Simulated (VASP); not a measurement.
**BiTe: single point with optPBE-vdW**

The system is BiTe.

```
Bi Te
1.0
     0.00000    3.23500    3.23500
     3.23500    0.00000    3.23500
     3.23500    3.23500    0.00000
Bi Te
1 1
Direct
  0.00000 0.00000 0.00000
  0.50000 0.50000 0.50000
```

```json
{"Program": "VASP 6.6.1", "Task": "single point", "Functional": "optPBE-vdW", "Potentials or basis": "VASP PAW PBE potentials, release 64 (Bi_d_GW, Te_GW)", "Cutoff": "600 eV", "k mesh": "7 × 7 × 7", "Occupations": "fermi-dirac, width 0.02 eV", "Spin": "no spin polarisation"}
```

* Pressure: 1.7 GPa
* Band gap on the k mesh: none (metal or under the smearing width)

Levels at points of the mesh, in eV from the Fermi level:
| k point | band 8 | band 9 | band 10 | band 11 | band 12 | band 13 | band 14 | band 15 |
| --- | --- | --- | --- | --- | --- | --- | --- | --- |
| (0.00, 0.00, 0.00) | -8.24 | -2.58 | -2.58 | -2.58 | 2.07 | 2.07 | 2.07 | 4.78 |

Run time: 81 s on 1 thread of Intel(R) Xeon(R) 6975P-C (Granite Rapids), with other jobs on the host, peak memory 0.59 GiB.

Caveat: the PAW data sets were made with another functional, which shifts forces and pressure a little; spin-orbit coupling is left out, which moves the levels of the heavy elements.
